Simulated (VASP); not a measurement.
**ZnO: equation of state with PBEsol**

Crystal: ZnO.

```
CELL_PARAMETERS angstrom
3.28797 0.00000 0.00000
-1.64398 2.84746 0.00000
0.00000 0.00000 7.13044
ATOMIC_POSITIONS crystal
Zn 0.00000 0.00000 0.25000
Zn 0.00000 0.00000 0.75000
O 0.66667 0.33333 0.75000
O 0.33333 0.66667 0.25000
```

Measurements of this composition are mostly on another form, of space group No. 186.

```json
{
  "Program": "VASP 6.6.1",
  "Task": "equation of state",
  "Functional": "PBEsol",
  "Potentials or basis": "VASP PAW PBE potentials, release 64 (Zn_GW, O_GW)",
  "Cutoff": "550 eV",
  "k mesh": "9 × 9 × 4",
  "Occupations": "gaussian, width 0.05 eV",
  "Spin": "no spin polarisation",
  "Further INCAR settings": "LREAL = Auto; ALGO = Normal; EDIFF = 1.00e-06; NELMDL = -12"
}
```

```yaml
Equilibrium_volume: 15.89 Å³/atom
Bulk_modulus_at_fixed_shape_and_positions: 100 GPa
Pressure_derivative_of_the_bulk_modulus: 4.3
```

Energy against volume, from the lowest point:
```csv
volume (Å³/atom),energy (meV/atom)
15.688,0.48
16.022,0.00
16.356,3.77
16.689,11.25
17.023,22.09
17.357,35.93
17.691,52.49
```

It took 24 min on 1 thread of Intel(R) Xeon(R) Platinum 8488C (Sapphire Rapids), on a shared host, peak memory 0.22 GiB.

Caveat: the cell was scaled at fixed shape and fractional positions, which overstates the stiffness of a crystal with free parameters, most of all of layers and chains; the PAW data sets were made with another functional, which shifts forces and pressure a little.
